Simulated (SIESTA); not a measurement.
The system is Al2Pt.

```
Pt Al
1.0
     0.00000    2.95500    2.95500
     2.95500    0.00000    2.95500
     2.95500    2.95500    0.00000
Pt Al
1 2
Direct
  0.00000 0.00000 0.00000
  0.75000 0.75000 0.75000
  0.25000 0.25000 0.25000
```

Base run:

| Item | Value |
| --- | --- |
| Program | SIESTA 5.4.2 |
| Functional | PW91 |
| Potentials or basis | PseudoDojo 0.4 standard (PBE files) |
| Basis | DZP (energy shift 0.003 Ry; two zetas on semicore shells) |
| Grid cutoff | 800 Ry |
| Energy shift | 0.003 Ry |
| k mesh | 8 × 8 × 8 |
| Occupations | fermi-dirac, width 0.05 eV |
| Spin | no spin polarisation |

Its results: band gap on the k mesh none (metal or under the smearing width); pressure 3.8 GPa.

Problem. After a change of settings the same cell gave: band gap on the k mesh none (metal or under the smearing width); pressure 8.9 GPa. Which change was it?
A. functional from PW91 to WC; potentials or basis from PseudoDojo 0.4 standard (PBE files) to PseudoDojo 0.4 standard (PBEsol files)
B. functional from PW91 to BLYP
C. functional from PW91 to LDA; potentials or basis from PseudoDojo 0.4 standard (PBE files) to PseudoDojo 0.4 standard (LDA files)
D. functional from PW91 to revPBE

Solution. B.

BLYP binds less tightly than PW91, so the same cell stands under more pressure.

Caveats: short orbitals over semicore shells can move pressures by several GPa; the potentials were made for another functional, which shifts forces and pressure; the basis of atomic orbitals isn't converged, which shifts pressures, moduli and gaps.

Runs at the PBE level aren't shown here.
